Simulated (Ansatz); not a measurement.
Runs of Ansatz 0.2.0 on CO2. The structure is tetragonal, space group I-42d (No. 122). The conventional cell has a = 3.949 Å, b = 3.949 Å, c = 6.028 Å, α = 90.00°, β = 90.00°, γ = 90.00°. O (site symmetry 2) has 2 C at 1.40 Å as nearest neighbours. Around C (site symmetry -4) lie 4 O at 1.40 Å. The cell comes from a database or a generator and needn't be the stable form of this composition.

```csv
task,level,cell,cutoff (eV),smearing,points for each segment of the path,gap on the mesh (eV),pressure (GPa),relaxed volume (Å³/atom),largest force (eV/Å)
single point,PBE,as given,420,gaussian 0.013 eV,-,7.72,-0.4,-,0.02
relaxation of cell and atoms,revPBE,relaxed,420,fermi-dirac 0.05 eV,-,7.74,0.0,8.02,-
band structure,BLYP,as given,420,fermi-dirac 0.05 eV,14,7.80,(b),-,(a)
relaxation of cell and atoms,PBE+D3(BJ),relaxed,420,fermi-dirac 0.05 eV,-,7.74,0.0,7.71,-
band structure,r2SCAN,as given,500,fermi-dirac 0.05 eV,14,8.52,-7.9,-,0.27
relaxation of cell and atoms,BLYP,relaxed,420,fermi-dirac 0.05 eV,-,7.71,0.0,8.04,-
relaxation of cell and atoms,PBEsol+D3(BJ),relaxed,420,fermi-dirac 0.05 eV,-,7.68,0.0,(c),-
single point,PBE,as given,420,gaussian 0.014 eV,-,7.72,-0.4,-,0.02
```

Alike in all rows: potentials or basis Ansatz PAW; no spin polarisation; k mesh 9 × 9 × 9.

**Question.** Fill in the values left out.

**Answer.** (a) 0.11; (b) 4.4; (c) 7.52.

Caveats: odd divisions of the mesh miss points on the zone boundary, where band edges often lie, so the gap on the mesh can be too wide (some runs); the PAW data sets come from PBE, with cores solved anew for the run's functional, which leaves a small shift of forces and pressure (some runs); the plane-wave basis is chosen anew once the cell has moved, so the energies of steps on either side of that aren't comparable (some runs).

A k mesh can miss the band edges.
